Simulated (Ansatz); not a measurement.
**Ba: what symmetry allows forces and stress to be**

```yaml
crystal:
  lattice:
    - [3.69974, -2.59057, -0.00096]
    - [3.69974, 2.59057, 0.00096]
    - [0.00000, 0.00273, 7.29552]
  atoms:
    - { symbol: Ba, position: [0.73070, 0.26930, 0.24183] }
    - { symbol: Ba, position: [0.26930, 0.73070, 0.75817] }
```

Computed with DFT PBE, scalar-relativistic, plane waves, PAW in Ansatz.

Settings: cutoff 420 eV, Γ-centred mesh 10×10×6 on the computed 2-atom cell, Gaussian smearing of 0.10 eV; no spin polarisation.

This distorted cell has space group C2/m, with 4 operations.

Q: Without a calculation: in which directions can each atom feel a force?

A: A force must be left unchanged by every operation that keeps its atom in place, so it lies in the space that those operations leave fixed. Atoms that the group maps onto each other feel forces of one size.
| atom | site symmetry | operations at the site | equivalent to atom | allowed force (Cartesian) |
| --- | --- | --- | --- | --- |
| Ba1 | m | 2 | 1 | in the plane normal to (1.00, 0.00, 0.00) |
| Ba2 | m | 2 | 1 | in the plane normal to (1.00, 0.00, 0.00) |

That leaves 2 independent force components of 6. A relaxation in this cell that keeps the symmetry moves the atoms in these directions alone.

Q: And the stress tensor?

A: It must be invariant under the point group, which leaves 4 independent components: xz, xy vanish.

Q: Do the computed values obey this?

A: Yes. Forces (eV/Å):
```
Ba1  0.000 -0.133  0.134
Ba2  0.000  0.133 -0.134
```

Stress (GPa, compression positive, xx yy zz yz xz xy): -0.89 -0.75 -0.53 -0.07 0.00 0.00. The program imposes the same operations on density, forces and stress, so this confirms the analysis and is no independent test of the calculation.